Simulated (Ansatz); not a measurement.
We consider zinc-blende InN (metastable phase), described by PBE-D3(BJ) (plane waves, PAW; Ansatz, a program for electronic structure).

Settings: plane-wave cutoff 520 eV, 24×24×24 k mesh, Fermi–Dirac smearing 0.05 eV, scalar-relativistic PAW data made under PBE.

Computed at the level's own relaxed cell.

Elastic tensor (GPa, Voigt notation, ions relaxed):

```
  164.9   110.3   110.3     0.0     0.0     0.0
  110.3   164.9   110.3     0.0     0.0     0.0
  110.3   110.3   164.9     0.0     0.0     0.0
    0.0     0.0     0.0    78.0     0.0     0.0
    0.0     0.0     0.0     0.0    78.0     0.0
    0.0     0.0     0.0     0.0     0.0    78.0
```

Worked from these constants: the tetragonal shear constant is C′ = (C11 − C12)/2 = 27.3 GPa against C44 = 78.0 GPa, so the tetragonal shear is the softer. The Zener ratio C44/C′ is 2.86 (1 for an isotropic solid), and the Cauchy pressure C12 − C44 is 32.3 GPa. With C11 + 2C12 = 385.5 GPa all three Born conditions hold; they don't test modes at the zone boundary.

Note: the solid has no gap at this level, which affects its response; the dispersion coefficients are held fixed in the derivatives.
